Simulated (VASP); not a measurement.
Crystal: CaO.

```xyz
2
Lattice="0.0000 2.3871 2.3871 2.3871 0.0000 2.3871 2.3871 2.3871 0.0000" Properties=species:S:1:pos:R:3 pbc="T T T"
Ca    0.0000    0.0000    0.0000
O     2.3871    2.3871    2.3871
```

Base run:

```yaml
Program: VASP 6.6.1
Functional: PBEsol
Potentials_or_basis: VASP PAW PBE potentials, release 64 (Ca_sv, O)
Cutoff: 700 eV
k_mesh: 8 × 8 × 8
Occupations: gaussian, width 0.02 eV
Spin: no spin polarisation
```

Its results: band gap on the k mesh 3.53 eV, indirect (least direct gap 3.90 eV); pressure 0.0 GPa.

Problem. The run is repeated on the same cell with these changes: functional from PBEsol to r2SCAN; cutoff from 700 eV to 520 eV. What comes out?

Solution. Band gap on the k mesh 4.18 eV, indirect (least direct gap 4.55 eV); pressure 2.7 GPa.

r2SCAN gives the wider gap, since meta-GGAs in the generalised Kohn-Sham scheme recover part of the derivative discontinuity.

Caveats: the PAW data sets were made with another functional, which shifts forces and pressure a little.

A k mesh can miss the band edges.

Not every run made on this cell is shown here.
